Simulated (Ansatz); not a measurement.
The system is MoS2.

```
Mo S
1.0
     3.22746    0.00000    0.00000
    -1.61373    2.79507    0.00000
     0.00000    0.00000    6.31247
Mo S
1 2
Cartesian
  0.0000 0.0000 3.1562
  1.6137 0.9317 4.7008
  0.0000 1.8634 1.6117
```

Measurements of this composition are mostly on another form, of space group No. 194.

A run of Ansatz 0.2.0 on this cell left the log below. Logs are shortened: lines on timing, memory, paths and dates and some standing lists are left out, and cuts for length are marked.

```text
Warning: RAYON_NUM_THREADS=2 ignored (pool sized by the plan → 2); use --threads N
Engine: ansatz 0.2.0, x86_64-unknown-linux-gnu
Pseudopotentials: kind: paw
Pseudopotential: Mo, paw, valence charge 14, recommended cutoff 420 eV (normal), Mo.paw.azcp
Pseudopotential: S, paw, valence charge 6, recommended cutoff 420 eV (normal), S.paw.azcp
Functional definition: PBE
  parameter kappa = 0.804
  parameter beta = 0.06672455060314922
  exchange = pbe_x(kappa = kappa, mu = beta*pi^2/3)
  correlation = pbe_c(beta = beta)
Crystal: 3 atoms, lattice volume = 56.945 Å³
Basis set: ecut = 420 eV, 1137 PW (Γ), exchange–correlation on 48×48×90 points (8 copies of the dense FFT grid, shifted against one another)
Bands: 17, of which v1, the nominal top of the filled ones, is band 13 counted from 1 (12 counted from 0)
Symmetry: 12 space group operations
Space group: P-3m1 (ITA 164), of the structure as read, at distance tolerance 3.8e-5 Å
k-points: 43 of 324
Non-local potential: Mo, projectors of the file, l = 0: 3, l = 1: 2, l = 2: 2, l = 3: 1
Non-local potential: S, projectors of the file, l = 0: 2, l = 1: 2, l = 2: 2
PAW form: soft (Blöchl's): semilocal exchange-correlation on the pseudo side does not see the compensation charge
PAW one-centre angular grid: Mo, 590 points (default); XC on 64 Gauss nodes
PAW one-centre angular grid: S, 110 points (default); XC on 64 Gauss nodes
Initial density: superposition of atomic densities (neutral atoms: chi_scale 0, normalization atom), corrected by the library's trained network
Initial wavefunctions: pseudopotential atomic-orbital guess
Functional: x = pbe(κ = 0.804, μ = 0.2195149727645171), c = pbe(β = 0.06672455060314922)
SCF iter   1: F=—  HF=-6761.973746 eV  |F-HF|=—  |Δ(HF+E_count)|=         —  Δρ=5.92e-3  dr2=1.62e-2  ethr=1.77e-3  ⟨swp⟩=6.1  Hψ=4064  notcnv=0
preconditioner: auto → LDOS  [metal: Δε(μ)=0.012 eV  Ē_g=7.829 eV  σ=0.020 eV  W_gap=0.33  n_scr=10 (ndim 8)  ℏωp=20.9 eV  f_vac=0.025  D(μ)=3.31/eV (n_scr^D=36)  β→1.0]
SCF iter   2: F=—  HF=-6761.972510 eV  |F-HF|=—  |Δ(HF+E_count)|=   1.24e-3  Δρ=2.76e-3  dr2=2.90e-3  ethr=6.23e-5  ⟨swp⟩=2.1  Hψ=1680  notcnv=0  defer=3
SCF iter   3: F=—  HF=-6761.971543 eV  |F-HF|=—  |Δ(HF+E_count)|=   9.68e-4  Δρ=3.95e-4  dr2=1.64e-4  ethr=1.12e-5  ⟨swp⟩=2.0  Hψ=1350  notcnv=0  defer=3
SCF iter   4: F=—  HF=-6761.971535 eV  |F-HF|=—  |Δ(HF+E_count)|=   7.38e-6  Δρ=1.47e-4  dr2=1.73e-5  ethr=6.32e-7  ⟨swp⟩=2.0  Hψ=1014  notcnv=0  defer=3
SCF iter   5: F=—  HF=-6761.971439 eV  |F-HF|=—  |Δ(HF+E_count)|=   9.60e-5  Δρ=4.23e-5  dr2=1.96e-6  ethr=6.64e-8  ⟨swp⟩=2.3  Hψ=1182  notcnv=0  defer=3
SCF iter   6: F=-6761.971439 eV  HF=-6761.971439 eV  |F-HF|=2.83e-9  |Δ(HF+E_count)|=   1.90e-7  Δρ=8.01e-6  dr2=3.00e-8  ethr=3.85e-10  ⟨swp⟩=4.0  Hψ=3076  notcnv=0
SCF 1 converged in 6 iterations: F = -6761.971439 eV  dr2 = 3.00e-8
  greatest PAW one-centre occupation: 0.998 electrons in one spin orbital (limit 2), on the Mo atom at site 0 (counted from 0), in its partial waves of l = 0
SCF converged after 6 iterations
Free energy (F): -6761.971439 eV
Harris-Foulkes:  -6761.971439 eV  (|F-HF|=2.83e-9)
Internal energy: -6761.970840 eV  (E = F + TS)
E sigma→0 (E₀):  -6761.971140 eV
Entropy (-TS):   -0.000599 eV (-0.200 meV/atom)
Fermi energy:    10.100358 eV
--- Per-component energies (eV) ---
  E_band       = -179.820405
  E_kinetic    = 654.513646
  E_local      = -2090.341773  (includes V_loc(G=0)·N_el)
  E_nonlocal   = 199.450020
  E_hartree    = 806.868378
  E_xc         = -377.634785
  E_vxc        = -403.826064  (∫ρ·V_xc dr)
  E_paw        = -4401.544973  (= ΣΔE_a)
  E_vpaw       = -153.358297  (= ΣTr[D̂ρ^β])
  E_aug_tail   = 0.000047  (compensation charges beyond the density's cutoff)
  E_ewald      = -1553.281402
  E_smearing   = -0.000599  (= −TS)
  E_closure    = -0.000000  (closes the sum)
  Σ components = -6761.971439   (vs F -6761.971439, Δ=0.00e0)
--- Forces (eV/Å), atoms counted from 1 ---
  atom   1  Mo     0.00000000    -0.00000000     0.00000000
  atom   2  S     -0.00000000     0.00000000     0.29741609
  atom   3  S     -0.00000000    -0.00000000    -0.29741609
  max |Σ_I F_I| component: 5.55e-17 eV/Å
--- Stress (GPa, compression-positive) ---
        0.042792       0.000000      -0.000000
        0.000000       0.042792      -0.000000
       -0.000000      -0.000000       3.077792
  P = ⅓ Tr σ = 1.0545 GPa (10.545 kbar)
--- Band table (eV; the first three rows and the last of 43) ---
  k-point 0: bands = ["-51.6716", "-25.7004", "-25.6698", "-25.6698", "-4.7212", "-3.2784", "3.4617", "6.0845", "6.0845", "8.2797", "9.0630", "9.1657", "9.1657", "9.7896", "9.7896", "13.3024", "13.3024"]
  k-point 1: bands = ["-51.6716", "-25.7004", "-25.6698", "-25.6698", "-4.6405", "-3.4149", "3.7962", "6.0891", "6.0891", "7.3018", "9.1627", "9.1627", "9.7216", "9.7557", "9.7557", "13.3799", "13.3799"]
  k-point 2: bands = ["-51.6716", "-25.7004", "-25.6698", "-25.6698", "-4.5404", "-3.5687", "4.2409", "6.0937", "6.0937", "6.5433", "9.1597", "9.1597", "9.7226", "9.7226", "10.0457", "13.4582", "13.4582"]
  k-point 42: bands = ["-51.6364", "-25.8949", "-25.8949", "-25.6268", "-2.6462", "-2.6462", "4.5708", "4.5708", "4.9252", "6.3090", "6.3090", "6.3447", "10.4848", "10.4848", "10.7494", "13.7211", "13.7211"]
```

Task: What input gives this log?

Result: Single point with PBE, no spin polarisation. The files as run (others can give the same):

input.yaml
```yaml
crystal:
  lattice:
    - [3.2274645616, 0.0, 0.0]
    - [-1.6137322808, 2.7950663001, 0.0]
    - [0.0, 0.0, 6.31247342]
  atoms:
    - { symbol: Mo, position: [0.0, 0.0, 0.5] }
    - { symbol: S, position: [0.6666666667, 0.3333333333, 0.74468068] }
    - { symbol: S, position: [0.3333333333, 0.6666666667, 0.25531932] }
hamiltonian:
  xc: pbe
  pseudopotentials: { kind: paw }
kpoints:
  mp_grid: { grid: [9, 9, 4] }
scf:
  occupations: { method: gaussian, width: 0.02 }
output:
  forces: true
  stress: true
  eigenvalues: true
```

Potentials or basis: Ansatz PAW.
Launch:
```bash
$ ansatz run input.yaml --threads 2 --pin off --max-ram 5632MiB --backend cpu --events-out ev --progress --plain --runs-dir out
```

Caveat: this functional lacks dispersion, which binds the layers, so the pressure and a relaxed spacing across them are unreliable.
